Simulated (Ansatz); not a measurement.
Band gaps on a Γ-centred 6×6×6 mesh, computed with PBE with spin–orbit coupling in Ansatz (plane waves, PAW datasets (generated hard set); cutoff 700 eV), no spin polarisation.

(1) Rank by gap, smallest first.
A. NaI (rock salt, a = 6.530 Å)
B. CuI (zinc blende, a = 6.090 Å)
C. InP (zinc blende, a = 5.960 Å)
D. SnTe (rock salt, a = 6.410 Å)
E. TlCl (CsCl, a = 3.900 Å)
F. ZnSe (zinc blende, a = 5.740 Å)

Answers

(1) D (0.11 eV), C (0.41 eV), B (0.93 eV), F (1.01 eV), E (1.80 eV), A (3.24 eV).

A gap read on the mesh is an upper bound of this method's gap, since the mesh can miss a band edge. Semilocal functionals give gaps that mostly lie well below measured ones.
